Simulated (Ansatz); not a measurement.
# Al: further runs on the relaxed cell

The task here is to estimate one member of a computed series from the others.

Program: Ansatz 0.2.0. Level of theory: DFT PBEsol, scalar-relativistic, plane waves, PAW. These are calculated values, not measurements.

1 further run of the same task is left out (set aside as unsound or not needed).

## The structure to begin with

The structure is cubic, space group Fm-3m (No. 225). Conventional cell: a = 4.016 Å, b = 4.016 Å, c = 4.016 Å, α = 90.00°, β = 90.00°, γ = 90.00°. Al (site symmetry m-3m) has 12 Al at 2.84 Å as nearest neighbours.

Structure file:

```
Al
1.0
     0.00000    2.00779    2.00779
     2.00779    0.00000    2.00779
     2.00779    2.00779    0.00000
Al
1
Direct
  0.00000 0.00000 0.00000
```

This cell was relaxed beforehand with the same method: volume 16.19 Å³/atom, gap on the mesh none (metal).

The first run:

File input.yaml:

```yaml
crystal:
  lattice:
    - [0.0, 2.0077938131, 2.0077938131]
    - [2.0077938131, 0.0, 2.0077938131]
    - [2.0077938131, 2.0077938131, 0.0]
  atoms:
    - { symbol: Al, position: [0.0, 0.0, 0.0] }
basis:
  ecutwfc: 420
kpoints:
  mp_grid: { grid: [18, 18, 18] }
  band_path:
    path:
      - [[0.0, 0.0, 0.0], [0.5, 0.0, 0.5], [0.625, 0.25, 0.625]]
      - [[0.375, 0.375, 0.75], [0.0, 0.0, 0.0], [0.5, 0.5, 0.5], [0.5, 0.25, 0.75], [0.5, 0.0, 0.5]]
    npoints: 14
hamiltonian:
  xc: pbesol
scf:
  occupations: { method: gaussian, width: 0.1 }
  n_extra_bands: 6
output:
  forces: true
  stress: true
  eigenvalues: true
  populations: true
  dos: { projected: true, de: 0.02, nscf_kmesh: { grid: [27, 27, 27] } }
  bader: true
  write_density: true
  write_potential: true
  elf: true
  volumetric_format: npy
```

The run is started by

```bash
ansatz run input.yaml --threads 1 --pin off --max-ram 2560MiB --backend cpu --events-out ev --progress --plain --runs-dir out
```

Steps of the session up to this table: Electronic structure at the relaxed geometry; Point at V/V0 = 0.97; Volume × 1.03; The cell scaled to 0.94 of its volume; Point at V/V0 = 1.06.

One table of the session follows, with a row left open; its other results are not shown here.

It belongs to the step «Energy against volume». 

```
volume (Å³/atom)  energy above the lowest point (meV/atom)  pressure (GPa)
          15.217                                      16.1            5.71
          15.702                                         ?               ?
          16.188                                       0.0           -0.03
          16.673                                       3.5           -2.26
          17.159                                      13.2           -4.18
```

Estimate the missing values for volume (Å³/atom) = 15.702.

Worked estimate for «energy above the lowest point (meV/atom)». A straight line through the neighbours (15.217, 16.1) and (16.188, 0.0) gives 16.1 + (0.0 − 16.1) × (15.702 − 15.217) / (16.188 − 15.217) = 8.1; a parabola fitted to 3 rows on both sides gives 4.2.

As computed: energy above the lowest point (meV/atom): 3.7; pressure (GPa): 2.60. In «energy above the lowest point (meV/atom)» the line misses by +4.4 and the parabola by +0.5.
